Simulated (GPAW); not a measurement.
# Al (Fm-3m) in GPAW: notebook

Aim: see how the results for Al move with the level of theory and the settings. Levels: PBE, vdW-DF, BLYP+D3(BJ). Tasks: band structure, equation of state.

All numbers are computed with GPAW 26.7.0; they aren't measurements. Logs are shortened: lines on timing, memory, paths and dates and some standing lists are left out, and cuts for length are marked. The log counts tension as positive stress, the text compression.

**The experiment to reproduce.**

From “The interpretation of polycrystalline coherent inelastic neutron scattering from aluminium”, 2013, pmc:3831299, for a bulk crystal of Al: bulk modulus 76.9 GPa.

The results are compared with them further down.

**1. The crystal as given**

Symmetry: Fm-3m, No. 225, cubic system. The conventional cell has a = 4.050 Å, b = 4.050 Å, c = 4.050 Å, α = 90.00°, β = 90.00°, γ = 90.00°. Al (site symmetry m-3m) has 12 Al at 2.86 Å as nearest neighbours.

**2. Band structure, PBE**

run.py

```python
from ase.dft.bandgap import bandgap
from ase.io import write
from ase.spacegroup import crystal
from ase.units import GPa
from gpaw import GPAW, PW, setup_paths

setup_paths.insert(0, '.')

# Al 4a
atoms = crystal(['Al'],
                basis=[[0.0, 0.0, 0.0]],
                spacegroup=225, setting=1,  # Fm-3m
                cellpar=[4.04961, 4.04961, 4.04961, 90.0, 90.0, 90.0],
                primitive_cell=True)

calc = GPAW(mode=PW(600),
            xc='PBE',
            kpts={'size': (11, 11, 11), 'gamma': True},
            occupations={'name': 'fermi-dirac', 'width': 0.05},
            nbands=7,
            convergence={'density': 1e-05, 'energy': 1e-05},
            maxiter=150,
            txt='gpaw.txt')
atoms.calc = calc
energy = atoms.get_potential_energy()
forces = atoms.get_forces()
stress = atoms.get_stress()
calc.write('gs.gpw')
write('result.traj', atoms)
print(f'Energy: {energy:.6f} eV')
print('Forces (eV/A):')
print(forces.round(4))
print('Stress (GPa):', (stress / GPa).round(3))
print('Fermi level:', round(calc.get_fermi_level(), 4), 'eV')
print(f'Gap: {bandgap(calc)[0]:.4f} eV, direct: {bandgap(calc, direct=True)[0]:.4f} eV')

path = atoms.cell.bandpath('GXWKGLUWLK,UX', npoints=100, eps=1e-4)
bs_calc = calc.fixed_density(kpts=path, symmetry='off', nbands=13,
                             convergence={'bands': 'CBM+6.0', 'eigenstates': 1e-6}, txt='bands.txt')
bs = bs_calc.band_structure()
bs.write('bs.json')
print(f'Gap on the path: {bandgap(bs_calc)[0]:.4f} eV')
```

Potentials or basis: PAW data sets generated in the run's folder for this functional, pw.

Launch:

```bash
$ gpaw-setup -f PBE Al
$ OMP_NUM_THREADS=1 python run.py
```

gpaw.txt:

```text
__  _  _
 | _ |_)|_||  |
 |__||  | ||/\| - 26.7.0

Input parameters:
  mode=PW(ecut=600.0),
  convergence={'density': 1e-05, 'energy': 1e-05},
  kpts=MonkhorstPack(size=(11, 11, 11), gamma=True),
  maxiter=150,
  nbands=7,
  occupations=Occupations(name='fermi-dirac', width=0.05),
  xc=XC(name='PBE')

Diagonalizing LCAO Hamiltonian
Converting LCAO to pw mode

       Al

Atoms  # Å, Bohr magnetons
|   | symbol |        x |        y |        z |    initial magnetic moments |
|---|--------|----------|----------|----------|-----------------------------|
| 0 |     Al | 0.000000 | 0.000000 | 0.000000 | ( 0.0000,  0.0000,  0.0000) |

Unit cell  # Å
| periodic |        x |        y |        z |  lengths |    angles |
|----------|----------|----------|----------|----------|-----------|
|      yes | 0.000000 | 2.024805 | 2.024805 | 2.863507 | 60.000000 |
|      yes | 2.024805 | 0.000000 | 2.024805 | 2.863507 | 60.000000 |
|      yes | 2.024805 | 2.024805 | 0.000000 | 2.863507 | 60.000000 |

Number of symmetries: 48
Symmetry operations  # r_c * U_cc + t_c -> r_c
|    | kind |            matrix            |
|----|------|------------------------------|
|  0 |  σ   |  1, 0, 0,  1, 0,-1,  1,-1, 0 |
|  1 |  C2  |  1, 0, 0,  1,-1, 0,  1, 0,-1 |
|  2 |  E   |  1, 0, 0,  0, 1, 0,  0, 0, 1 |
|  3 |  σ   |  1, 0, 0,  0, 0, 1,  0, 1, 0 |
|  4 |  C4  |  1, 0,-1,  1, 0, 0,  1,-1, 0 |
|  5 |  S6  |  1, 0,-1,  1,-1, 0,  1, 0, 0 |
|  6 |  σ   |  1, 0,-1,  0, 1,-1,  0, 0,-1 |
|  7 |  C3  |  1, 0,-1,  0, 0,-1,  0, 1,-1 |
|  8 |  S6  |  1,-1, 0,  1, 0, 0,  1, 0,-1 |
|  9 |  C4  |  1,-1, 0,  1, 0,-1,  1, 0, 0 |
| 10 |  C3  |  1,-1, 0,  0,-1, 1,  0,-1, 0 |
| 11 |  σ   |  1,-1, 0,  0,-1, 0,  0,-1, 1 |
| 12 |  σ   |  0, 1, 0,  1, 0, 0,  0, 0, 1 |
| 13 |  C4  |  0, 1, 0,  0, 1,-1, -1, 1, 0 |
| 14 |  C3  |  0, 1, 0,  0, 0, 1,  1, 0, 0 |
| 15 |  S6  |  0, 1, 0, -1, 1, 0,  0, 1,-1 |
| 16 |  C2  |  0, 1,-1,  1, 0,-1,  0, 0,-1 |
| 17 |  σ   |  0, 1,-1,  0, 1, 0, -1, 1, 0 |
| 18 |  S4  |  0, 1,-1,  0, 0,-1,  1, 0,-1 |
| 19 |  C4  |  0, 1,-1, -1, 1, 0,  0, 1, 0 |
| 20 |  C3  |  0, 0, 1,  1, 0, 0,  0, 1, 0 |
| 21 |  σ   |  0, 0, 1,  0, 1, 0,  1, 0, 0 |
| 22 |  S6  |  0, 0, 1,  0,-1, 1, -1, 0, 1 |
| 23 |  C4  |  0, 0, 1, -1, 0, 1,  0,-1, 1 |
| 24 |  S4  |  0, 0,-1,  1, 0,-1,  0, 1,-1 |
| 25 |  C3  |  0, 0,-1,  0, 1,-1,  1, 0,-1 |
| 26 |  C2  |  0, 0,-1,  0,-1, 0, -1, 0, 0 |
| 27 |  S6  |  0, 0,-1, -1, 0, 0,  0,-1, 0 |
| 28 |  S4  |  0,-1, 1,  1,-1, 0,  0,-1, 0 |
| 29 |  C4  |  0,-1, 1,  0, 0, 1, -1, 0, 1 |
| 30 |  C2  |  0,-1, 1,  0,-1, 0,  1,-1, 0 |
| 31 |  σ   |  0,-1, 1, -1, 0, 1,  0, 0, 1 |
| 32 |  C3  |  0,-1, 0,  1,-1, 0,  0,-1, 1 |
| 33 |  S6  |  0,-1, 0,  0, 0,-1, -1, 0, 0 |
| 34 |  S4  |  0,-1, 0,  0,-1, 1,  1,-1, 0 |
| 35 |  C2  |  0,-1, 0, -1, 0, 0,  0, 0,-1 |
| 36 |  C2  | -1, 1, 0,  0, 1, 0,  0, 1,-1 |
| 37 |  S6  | -1, 1, 0,  0, 1,-1,  0, 1, 0 |
| 38 |  S4  | -1, 1, 0, -1, 0, 1, -1, 0, 0 |
| 39 |  C3  | -1, 1, 0, -1, 0, 0, -1, 0, 1 |
| 40 |  S6  | -1, 0, 1,  0, 0, 1,  0,-1, 1 |
| 41 |  C2  | -1, 0, 1,  0,-1, 1,  0, 0, 1 |
| 42 |  C3  | -1, 0, 1, -1, 1, 0, -1, 0, 0 |
| 43 |  S4  | -1, 0, 1, -1, 0, 0, -1, 1, 0 |
| 44 |  C2  | -1, 0, 0,  0, 0,-1,  0,-1, 0 |
| 45 |  i   | -1, 0, 0,  0,-1, 0,  0, 0,-1 |
| 46 |  σ   | -1, 0, 0, -1, 1, 0, -1, 0, 1 |
| 47 |  C2  | -1, 0, 0, -1, 0, 1, -1, 1, 0 |

BZ-sampling:
  Number of BZ points: 1331
  Number of IBZ points: 56

  Monkhorst-Pack size: [11, 11, 11]
  Monkhorst-Pack shift: [0, 0, 0]

K-points  # in reciprocal-cell coordinates
|     |                                coordinates |     weight |
|-----|--------------------------------------------|------------|
|   0 | (  0.00000000,   0.00000000,   0.00000000) | 0.00075131 |
|   1 | (  0.09090909,   0.09090909,   0.00000000) | 0.00450789 |
|   2 | (  0.09090909,   0.09090909,   0.09090909) | 0.00601052 |
|   3 | (  0.18181818,   0.09090909,   0.09090909) | 0.00901578 |
|   4 | (  0.18181818,   0.18181818,   0.00000000) | 0.00450789 |
|   5 | (  0.18181818,   0.18181818,   0.09090909) | 0.01803156 |
|   6 | (  0.18181818,   0.18181818,   0.18181818) | 0.00601052 |
|   7 | (  0.27272727,   0.18181818,   0.09090909) | 0.01803156 |
|   8 | (  0.27272727,   0.18181818,   0.18181818) | 0.01803156 |
|   9 | (  0.27272727,   0.27272727,   0.00000000) | 0.00450789 |
| ... |                                            |            |
|  55 | (  0.45454545,   0.45454545,   0.45454545) | 0.00601052 |

Plane wave coefficients: 564
Cutoff: 600.0 eV

Spin-components: 1 (collinear spins)
Bands:           7
Projectors:      5
Spin-degeneracy: 2
Datatype:        complex128

Parallelization:
  kpt:    1
  domain: 1
  band:   1

Density:
  Valence electrons: 3.0
  Components: 1
  Grid points: [18 18 18]
  Charge: 0.0  # |e|

Potential:
  Grid points: [18 18 18]

species:
  Al:
    name:    Aluminium
    Z:       13.0
    valence: 3
    core:    10
    charge:  0.0  # [|e|]
    compensation charges:
      type: gauss
      rc: 0.34  # [Å]
      lmax: 2
    cutoffs:
      filter: 1.91  # [Å]
      core: 2.36  # [Å]
    projectors
    | kind |    occ | energy [eV] | rcut [Å] |
    |------|--------|-------------|----------|
    |   3s |  2.000 |      -7.753 |    1.085 |
    |   3p |  1.000 |      -2.712 |    1.085 |
    |    s |        |      19.459 |    1.085 |
    |    p |        |      24.499 |    1.085 |
    |    d |        |       0.000 |    1.085 |

    Using partial waves for Al as LCAO basis

Reference energy: -6603.423480  # eV

eigensolver:
  PPCG
  Converge bands: occupied
  niter=2

density mixing:
  MSR1-Mixer
  Pratt-step length: 0.05
  Maximum mixing coefficient: 0.75
  Old densities: 10
  SVD Regularization: 0.005
  Good broyden scale: 1.0
  Trust region scale: 1.0
  Backstep threshold: 4.0
  History deletion threshold: 6.0
  Fourier metric: weight=20.0, sigma=0.015

occupation numbers:
  Fermi-Dirac:
    width: 0.0500  # eV

poisson solver:
  ecut: 4800.0  # eV

xc functional:
  name: PBE with 2 nearest neighbor stencil

convergence criteria:
[... 6 lines left out ...]
|iter     | |      energy | eigst |  dens |
|---------|-|-------------|-------|-------|
|iter:   1| |   -3.745209 | -0.24 |       |
|iter:   2| |   -3.745398 | -3.50 | -0.97 |
|iter:   3| |   -3.745074 | -3.41 | -1.00 |
|iter:   4| |   -3.745344 | -4.04 | -1.55 |
|iter:   5| |   -3.745351 | -6.04 | -2.93 |
|iter:   6| |   -3.745352c| -6.56 | -3.35 |
|iter:   7| |   -3.745352c| -8.58c| -4.63 |
|iter:   8| |   -3.745352c| -9.15c| -5.11c|

Converged in 8 steps
Energy contributions relative to reference atoms: (reference = -6603.423480)

Energy contributions:
  Kinetic:           3.525550
  Coulomb:          -1.672734
  Zero:             -0.006300
  External:          0.000000
  Xc:               -5.589865
  Entropy:          -0.004007
  Spinorbit:         0.000000
  ----------------------------
  Free energy:      -3.747355
  Extrapolated:     -3.745352

dipole moment: (-6.948272, -6.948272, -6.948272)  # |e|*Ang

Fermi level: 7.112
Eigenvalues  # (at kpt = [0.000, 0.000, 0.000])
| band index |      eig [eV] | occ [0-2] |
|------------|---------------|-----------|
|          0 |        -3.995 |     2.000 |
|          1 |        19.693 |     0.000 |
|          2 |        19.693 |     0.000 |
|          3 |        19.693 |     0.000 |
|          4 |        21.141 |     0.000 |
|          5 |        21.141 |     0.000 |
|          6 |        21.141 |     0.000 |

No gap
No difference between direct/indirect transitions

Forces  # eV/Ang
|        x |       y |       z |
|----------|---------|---------|
| -0.00000 | 0.00000 | 0.00000 |  # Al   0

Stress tensor  # eV/Ang^3
|         x |         y |         z |
|-----------|-----------|-----------|
|  0.001890 | -0.000000 | -0.000000 |
| -0.000000 |  0.001890 |  0.000000 |
| -0.000000 |  0.000000 |  0.001890 |

# Writing to gs.gpw (mode='')
```

Wall time 11 s (1 thread of Arm Neoverse V2, shared host); peak memory 0.15 GiB.

What came out:

| Property | Result |
| --- | --- |
| Free energy | -3.7474 eV |
| Pressure | -0.3 GPa |
| Band gap along the path | none (metal or under the smearing width) |

Levels at the corners of the path, in eV from the Fermi level:
```tsv
point	band 1	band 2	band 3	band 4	band 5
Γ	-11.11	12.58	12.58	12.58	14.03
X	-2.92	-1.61	5.24	5.56	5.56
W	-0.85	-0.85	0.17	1.07	15.80
K	-1.89	-1.36	-0.42	6.53	8.17
Γ	-11.11	12.58	12.58	12.58	14.03
L	-4.58	-4.38	11.35	11.35	11.42
U	-1.89	-1.36	-0.42	6.53	8.17
W	-0.85	-0.85	0.17	1.07	15.80
L	-4.58	-4.38	11.35	11.35	11.42
K	-1.89	-1.36	-0.42	6.53	8.17
U	-1.89	-1.36	-0.42	6.53	8.17
X	-2.92	-1.61	5.24	5.56	5.56
```

**3. Equation of state, vdW-DF**

run.py

```python
from ase.eos import EquationOfState
from ase.io import Trajectory, read
from ase.units import GPa
from gpaw import GPAW, PW

atoms = read('POSCAR')

traj = Trajectory('eos.traj', 'w')
volumes, energies = [], []
for x in [0.94, 0.96, 0.98, 1.0, 1.02, 1.04, 1.06]:
    a = atoms.copy()
    a.set_cell(atoms.cell * x**(1 / 3), scale_atoms=True)
    calc = GPAW(mode=PW(600),
                xc={'name': 'vdW-DF', 'backend': 'libvdwxc'},
                kpts={'size': (11, 11, 11), 'gamma': True},
                occupations={'name': 'fermi-dirac', 'width': 0.05},
                nbands=7,
                convergence={'density': 1e-05, 'energy': 1e-05},
                maxiter=150,
                txt=f'eos-{x:.2f}.txt')
    a.calc = calc
    energies.append(a.get_potential_energy(force_consistent=True))
    volumes.append(a.get_volume())
    calc.write(f'eos-{x:.2f}.gpw')
    traj.write(a)
    print(f'{x:.2f} {volumes[-1]:10.4f} A^3 {energies[-1]:14.6f} eV', flush=True)

v0, e0, B = EquationOfState(volumes, energies, eos='birchmurnaghan').fit()
print(f'V0 = {v0:.4f} A^3, E0 = {e0:.6f} eV, B0 = {B / GPa:.2f} GPa')
```

POSCAR

```
Al
1.0
    0.0000000000      2.0248050000      2.0248050000
    2.0248050000      0.0000000000      2.0248050000
    2.0248050000      2.0248050000      0.0000000000
Al
1
Direct
    0.0000000000      0.0000000000      0.0000000000
```

Potentials or basis: GPAW PAW data sets (gpaw-data 1.2.1), pw.

Launch:

```bash
$ OMP_NUM_THREADS=1 python run.py
```

It took 30 s on 1 thread of Arm Neoverse V2, shared host; peak memory 0.19 GiB.

It converged, with:

```
Equilibrium volume                      : 17.33 Å³/atom
Bulk modulus                            : 66 GPa
Pressure derivative of the bulk modulus : 4.7
```

Energy against volume, from the lowest point:
```csv
volume (Å³/atom),energy (meV/atom)
15.607,43.00
15.939,26.95
16.271,15.01
16.603,6.79
16.935,1.91
17.267,0.00
17.599,0.75
```

Caveat: the PAW data sets were made with another functional, which shifts forces and pressure a little.

**4. Equation of state, BLYP+D3(BJ)**

run.py

```python
from ase.calculators.mixing import SumCalculator
from ase.eos import EquationOfState
from ase.io import Trajectory, read
from ase.units import GPa
from dftd3.ase import DFTD3
from gpaw import GPAW, PW, setup_paths

setup_paths.insert(0, '.')

atoms = read('POSCAR')

traj = Trajectory('eos.traj', 'w')
volumes, energies = [], []
for x in [0.94, 0.96, 0.98, 1.0, 1.02, 1.04, 1.06]:
    a = atoms.copy()
    a.set_cell(atoms.cell * x**(1 / 3), scale_atoms=True)
    calc = GPAW(mode=PW(600),
                xc='BLYP',
                kpts={'size': (11, 11, 11), 'gamma': True},
                occupations={'name': 'fermi-dirac', 'width': 0.05},
                nbands=7,
                convergence={'density': 1e-05, 'energy': 1e-05},
                eigensolver='davidson',
                maxiter=150,
                txt=f'eos-{x:.2f}.txt')
    a.calc = SumCalculator([calc, DFTD3(method='blyp', damping='d3bj')])
    energies.append(a.get_potential_energy())
    volumes.append(a.get_volume())
    p = -a.get_stress()[:3].mean() / GPa
    calc.write(f'eos-{x:.2f}.gpw')
    traj.write(a)
    print(f'{x:.2f} {volumes[-1]:10.4f} A^3 {energies[-1]:14.6f} eV {p:9.3f} GPa', flush=True)

v0, e0, B = EquationOfState(volumes, energies, eos='birchmurnaghan').fit()
print(f'V0 = {v0:.4f} A^3, E0 = {e0:.6f} eV, B0 = {B / GPa:.2f} GPa')
```

POSCAR is that of step 3.

Potentials or basis: PAW data sets generated in the run's folder for this functional, pw.

Launch:

```bash
$ gpaw-setup -f BLYP Al
$ OMP_NUM_THREADS=1 python run.py
```

It took 29 s on 1 thread of Arm Neoverse V2, shared host; peak memory 0.16 GiB.

The run converged. Its results:

```
Equilibrium volume : 15.51 Å³/atom (rough: see the caveat)
Bulk modulus       : 83 GPa (rough)
```

Energy against volume, from the lowest point:
```tsv
volume (Å³/atom)	energy (meV/atom)
15.607	0.00
15.939	2.70
16.271	8.48
16.603	16.99
16.935	27.87
17.267	40.83
17.599	55.58
```

Caveat: the minimum lies outside the volumes run.

**5. Equation of state, PBE**

run.py

```python
from ase import Atoms
from ase.eos import EquationOfState
from ase.io import Trajectory
from ase.units import GPa
from gpaw import GPAW

atoms = Atoms(['Al'],
              cell=[[0.0, 2.024805, 2.024805],
                    [2.024805, 0.0, 2.024805],
                    [2.024805, 2.024805, 0.0]],
              scaled_positions=[[0.0, 0.0, 0.0]],
              pbc=True)

traj = Trajectory('eos.traj', 'w')
volumes, energies = [], []
for x in [0.94, 0.96, 0.98, 1.0, 1.02, 1.04, 1.06]:
    a = atoms.copy()
    a.set_cell(atoms.cell * x**(1 / 3), scale_atoms=True)
    calc = GPAW(mode='lcao',
                h=0.18,
                basis='dz(dzp)',
                xc='PBE',
                kpts={'size': (11, 11, 11), 'gamma': True},
                occupations={'name': 'fermi-dirac', 'width': 0.05},
                convergence={'density': 1e-05, 'energy': 1e-05},
                maxiter=150,
                txt=f'eos-{x:.2f}.txt')
    a.calc = calc
    energies.append(a.get_potential_energy(force_consistent=True))
    volumes.append(a.get_volume())
    calc.write(f'eos-{x:.2f}.gpw')
    traj.write(a)
    print(f'{x:.2f} {volumes[-1]:10.4f} A^3 {energies[-1]:14.6f} eV', flush=True)

v0, e0, B = EquationOfState(volumes, energies, eos='birchmurnaghan').fit()
print(f'V0 = {v0:.4f} A^3, E0 = {e0:.6f} eV, B0 = {B / GPa:.2f} GPa')
```

Potentials or basis: GPAW PAW data sets (gpaw-data 1.2.1), lcao:dz(dzp).

Launch:

```bash
$ OMP_NUM_THREADS=1 python run.py
```

Wall time 1.8 min (1 thread of Arm Neoverse V2, shared host); peak memory 0.16 GiB.

These settings aren't checked as converged: the numbers below hold their error.

Results:

```yaml
Equilibrium_volume: 17.21 Å³/atom
Bulk_modulus: 92 GPa
Pressure_derivative_of_the_bulk_modulus: "4.0 (rough: it moves with the points fitted)"
```

Caveat: the real-space grid adds noise to forces; the basis of atomic orbitals isn't converged, which shifts pressures, moduli and gaps.

**6. Against experiment**

Step 3. Against the measured bulk modulus of Al, 76.9 GPa (quoted in “The interpretation of polycrystalline coherent inelastic neutron scattering from aluminium”, 2013, pmc:3831299), the calculated 66 GPa is off by -14.4 %. The fit is for a static lattice scaled at fixed shape and fixed fractional positions. The cell as given is a measured one (16.60 Å³/atom); vdW-DF puts the equilibrium volume +4.4 % from it, thermal expansion not counted.
